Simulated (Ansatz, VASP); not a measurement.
**Sb in VASP and in Ansatz**

```
Sb
1.0
     3.07937   -1.62462    0.05443
     3.07937    1.62462    0.05443
    -2.82095    0.00000    5.46582
Sb
2
Direct
  0.87070 0.12930 0.75000
  0.12930 0.87070 0.25000
```

Alike in both runs: functional PBE; k mesh 6 × 6 × 4; occupations gaussian, width 0.1 eV; no spin polarisation.

Ansatz relaxed the structure, and its values are those at the end. VASP's run is a single point on that final structure, the one shown.

```csv
,VASP,Ansatz
version,VASP 6.6.1,Ansatz 0.2.0
potentials or method,"VASP PAW PBE potentials, release 64 (Sb)","scalar-relativistic, plane waves, PAW"
plane-wave cutoff (eV),520,420
valence electrons in the cell,10,30
```

|  | VASP | Ansatz | Ansatz less VASP |
| --- | --- | --- | --- |
| gap on the k mesh at the Fermi level (eV) | none | none | - |
| pressure (GPa) | 0.1 | 0.2 | +0.12 |
| rms of the force components (eV/Å) | 0.010 | 0.010 | +0.0001 |

A gap of «none» marks a metal or a gap that the smearing closes. The two sets of potentials don't hold the same shells in valence.

Caveats: the k mesh is coarse (spacing up to 0.37 Å⁻¹), so the values aren't converged. The runs have no spin-orbit coupling, so splittings on Sb are missing.
